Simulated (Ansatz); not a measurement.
# TiPbO3, a database entry at a rescaled volume

```
Pb Ti O
1.0
     3.96457    3.96457    0.00000
     3.96457   -3.96457    0.00000
     0.00000    0.00000    3.96457
Pb Ti O
2 2 6
Direct
  0.00000 0.00000 0.00000
  0.50000 0.50000 0.00000
  0.00000 0.50000 0.50000
  0.50000 0.00000 0.50000
  0.25000 0.75000 0.50000
  0.75000 0.25000 0.50000
  0.25000 0.25000 0.50000
  0.75000 0.75000 0.50000
  0.00000 0.50000 0.00000
  0.50000 0.00000 0.00000
```

Method: PBE, no spin polarisation; PAW, plane waves to 420 eV, 5×5×7 Γ-centred mesh, fermi-dirac occupations (width 0.1 eV) (Ansatz 0.2.0), atoms fixed.

Q: What is the band gap?

A: The gap is 1.65 eV, indirect (the least direct gap found is 1.66 eV).

Q: What does the stress say?

A: The pressure is 0.3 GPa (compression positive), so with the atoms held at these fractions the cell is close to zero pressure.

Q: How is the charge shared?

A: Bader charges in e: Ti +2.25, Pb +1.39, O -1.21. In the mean Ti gives up most and O takes most.

Q: What is the character of the valence top and the conduction bottom?

A: Within 0.7 eV of the edges, the states project mainly on O p (90 %) below the gap and on Ti d (88 %) above it.

Q: What is the formation energy?

A: -2.27 eV an atom against the elements' usual phases (free molecules for gases, crystals otherwise, with no correction for O₂ or N₂), so it is bound against them; other compounds may still compete. Relaxing would lower it.

Origin: a database entry at a rescaled volume. Caveats: no spin-orbit coupling, which can shift this gap by tenths of an eV.
